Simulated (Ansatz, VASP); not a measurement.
HfN: VASP beside Ansatz

```
Hf N
1.0
     3.12165    0.00000    0.00000
     0.00000    3.12165    0.00000
     0.00000    0.00000    3.12165
Hf N
1 1
Direct
  0.00000 0.00000 0.00000
  0.50000 0.50000 0.50000
```

Alike in both runs: task relaxation of cell and atoms; functional PBE; k mesh 6 × 6 × 6; occupations gaussian, width 0.1 eV; no spin polarisation.

```csv
,VASP,Ansatz
version,VASP 6.6.1,Ansatz 0.2.0
potentials or method,"VASP PAW PBE potentials, release 64 (Hf_pv, N)","scalar-relativistic, plane waves, PAW"
plane-wave cutoff (eV),600,420
valence electrons in the cell,15,31
```

```tsv
	VASP	Ansatz	Ansatz less VASP
gap on the k mesh at the Fermi level, each at its own relaxed structure (eV)	none	none	-
relaxed volume (Å³/atom)	11.15	11.30	+0.153
relaxed cell length with the largest relative difference (Å)	2.815	2.828	+0.0128
energy change over the relaxation (meV/atom)	-623	-578	+45.8
```

A gap of «none» marks a metal or a gap that the smearing closes. The two sets of potentials don't hold the same shells in valence.

Caveats: the volume moved by over 15 % at a fixed basis, so the end points are rough (VASP). Spin-orbit coupling is left out, which matters for the levels of Hf.
